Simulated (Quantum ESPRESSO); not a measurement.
The system is Si.

```
Si
1.0
     3.83132    0.00000    0.00000
    -1.91566    3.31802    0.00000
     0.00000    0.00000    6.33262
Si
4
Cartesian
  1.9157 1.1060 5.9336
  0.0000 2.2120 2.7673
  1.9157 1.1060 3.5653
  0.0000 2.2120 0.3990
```

This isn't the form of Si at room conditions, which is diamond.

Base run:

| Quantity | Value |
| --- | --- |
| Program | Quantum ESPRESSO 7.5 |
| Functional | BLYP |
| Potentials or basis | GBRV 1.5 PBE |
| Cutoff | 612 eV |
| Density cutoff | 4898 eV |
| k mesh | 10 × 10 × 4, shifted |
| Occupations | fermi-dirac, width 0.05 eV |
| Spin | no spin polarisation |

Its results: pressure 4.9 GPa; electronic dielectric tensor (diagonal) 12.15, 12.15, 13.14.

Task: The run is repeated on the same cell with these changes: functional from BLYP to AM05. What comes out?

Result: Pressure -0.1 GPa; electronic dielectric tensor (diagonal) 13.30, 13.30, 14.51.

AM05 binds more tightly than BLYP, so the same cell stands under less pressure.

Caveats: the potentials were made for another functional, which shifts forces and pressure; the cell is more than 3 GPa from zero pressure, which shifts response properties (some runs).
